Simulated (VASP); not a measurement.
## K: single point with PBEsol

Crystal: K.

```
K
1.0
     4.90851    0.00000    0.00000
    -2.45425    4.25089    0.00000
     0.00000    0.00000    8.18764
K
2
Direct
  0.33333 0.66667 0.25000
  0.66667 0.33333 0.75000
```

The cell isn't the ideal one: functional PBEsol, strained and moved within the space group.

* Program: VASP 6.6.1
* Task: single point
* Functional: PBEsol
* Potentials or basis: VASP PAW PBE potentials, release 64 (K_sv)
* Cutoff: 520 eV
* k mesh: 12 × 12 × 6
* Occupations: gaussian, width 0.1 eV
* Spin: no spin polarisation

```json
{
  "Pressure": "-0.5 GPa",
  "Band gap on the k mesh": "none (metal or under the smearing width)"
}
```

Stress tensor (GPa, compression positive):
```
-0.46  0.00  0.00
 0.00 -0.46  0.00
 0.00  0.00 -0.54
```

Levels at points of the mesh, in eV from the Fermi level:
| k point | band 5 | band 6 | band 7 | band 8 | band 9 | band 10 | band 11 | band 12 | band 13 | band 14 |
| --- | --- | --- | --- | --- | --- | --- | --- | --- | --- | --- |
| (0.00, 0.00, 0.00) | -15.61 | -15.60 | -15.60 | -15.60 | -1.94 | 0.26 | 0.46 | 3.95 | 3.99 | 3.99 |
| (0.50, 0.00, 0.00) | -15.62 | -15.62 | -15.61 | -15.61 | 0.15 | 0.28 | 1.66 | 1.96 | 2.13 | 2.47 |
| (0.00, 0.00, 0.50) | -15.60 | -15.60 | -15.60 | -15.60 | -1.32 | -1.32 | 2.55 | 2.55 | 4.04 | 4.04 |
| (0.50, 0.00, 0.50) | -15.61 | -15.61 | -15.61 | -15.61 | 0.64 | 0.64 | 0.80 | 0.80 | 3.01 | 3.01 |

It took 4.7 min on 1 thread of Intel(R) Xeon(R) Platinum 8488C (Sapphire Rapids) (shared host), peak memory 0.39 GiB.

Caveat: the PAW data sets were made with another functional, which shifts forces and pressure a little.
